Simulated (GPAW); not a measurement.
Here is a GPAW 26.7.0 calculation.

run.py

```python
from ase.calculators.mixing import SumCalculator
from ase.filters import FrechetCellFilter
from ase.io import read, write
from ase.optimize import BFGS
from dftd3.ase import DFTD3
from gpaw import GPAW, PW

atoms = read('MoP.cif')

calc = GPAW(mode=PW(600),
            xc='PBE',
            kpts={'size': (7, 7, 6), 'gamma': True},
            occupations={'name': 'fermi-dirac', 'width': 0.05},
            nbands=20,
            convergence={'density': 1e-05, 'energy': 1e-05},
            maxiter=150,
            txt='gpaw.txt')
atoms.calc = SumCalculator([calc, DFTD3(method='pbe', damping='d3zero')])
opt = BFGS(FrechetCellFilter(atoms), trajectory='relax.traj', logfile='-')
done = opt.run(fmax=0.01, steps=100)
calc.write('gs.gpw')
write('result.traj', atoms)
print('Converged:', done)
print('Cell:', atoms.cell.cellpar().round(4))
print('Volume:', round(atoms.get_volume(), 4))
print(atoms.get_scaled_positions().round(5))
```

File MoP.cif:

```cif
data_MoP
_cell_length_a 3.22300000
_cell_length_b 3.22300000
_cell_length_c 3.19100000
_cell_angle_alpha 90.00000000
_cell_angle_beta 90.00000000
_cell_angle_gamma 120.00000000
_space_group_name_H-M_alt 'P-6m2'
_space_group_name_Hall 'P -6 2'
_space_group_IT_number 187
loop_
_space_group_symop_operation_xyz
'x,y,z'
'-x+y,-x,-z'
'-y,x-y,z'
'x,y,-z'
'-x+y,-x,z'
'-y,x-y,-z'
'-y,-x,-z'
'x,x-y,z'
'-x+y,y,-z'
'-y,-x,z'
'x,x-y,-z'
'-x+y,y,z'
loop_
_atom_site_label
_atom_site_type_symbol
_atom_site_symmetry_multiplicity
_atom_site_Wyckoff_symbol
_atom_site_fract_x
_atom_site_fract_y
_atom_site_fract_z
_atom_site_occupancy
Mo1 Mo 1 a 0.0000000000 0.0000000000 0.0000000000 1
P1 P 1 d 0.3333333333 0.6666666667 0.5000000000 1
```

Potentials or basis: GPAW PAW data sets (gpaw-data 1.2.1), pw.

Command:

```bash
$ OMP_NUM_THREADS=1 python run.py
```

Task: What does it give for the band gap on the k mesh?

Result: None (metal or under the smearing width).

Task: Predict the dispersion energy per atom.

Result: -0.393 eV.

Final structure:
```xyz
2
Lattice="3.2223 0.0000 0.0000 -1.6112 2.7906 0.0000 0.0000 0.0000 3.1702" Properties=species:S:1:pos:R:3 pbc="T T T"
Mo    0.0000    0.0000    0.0000
P     0.0000    1.8604    1.5851
```

Caveat: later steps reuse the first step's grids.
